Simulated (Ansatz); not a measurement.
**GaN in Ansatz: the effect of functional**

Crystal: GaN.

```
CELL_PARAMETERS angstrom
3.14598 0.00000 0.00000
-1.57299 2.72450 0.00000
0.00000 0.00000 10.14542
ATOMIC_POSITIONS crystal
Ga 0.00000 0.00000 0.78587
Ga 0.66667 0.33333 0.03735
Ga 0.33333 0.66667 0.53735
Ga 0.00000 0.00000 0.28587
N 0.00000 0.00000 0.09304
N 0.66667 0.33333 0.34375
N 0.00000 0.00000 0.59304
N 0.33333 0.66667 0.84374
```

The cell is a database's computed one.

The cell isn't the ideal one: volume scaled by 0.94.

Alike in all runs:

| Property | Result |
| --- | --- |
| Program | Ansatz 0.2.0 |
| Task | single point |
| Potentials or basis | Ansatz PAW |
| k mesh | 10 × 10 × 3 |
| Occupations | fermi-dirac, width 0.05 eV |
| Spin | no spin polarisation |

```tsv
functional	cutoff	gap on the mesh (eV)	pressure (GPa)	largest force (eV/Å)
r2SCAN	500 eV (not typed: the program's choice for these potentials)	1.70	5.4	0.64
LDA	420 eV (not typed: the program's choice for these potentials)	?	?	?
PBE	420 eV (not typed: the program's choice for these potentials)	1.27	11.8	0.75
```

**Question.** What does the run with functional LDA give?

**Answer.** gap on the mesh 1.29 eV; pressure -0.4 GPa; largest force 0.48 eV/Å.

Caveats: odd divisions of the mesh miss points on the zone boundary, where band edges often lie, so the gap on the mesh can be too wide; the PAW data sets come from PBE, with cores solved anew for the run's functional, which leaves a small shift of forces and pressure (some runs).

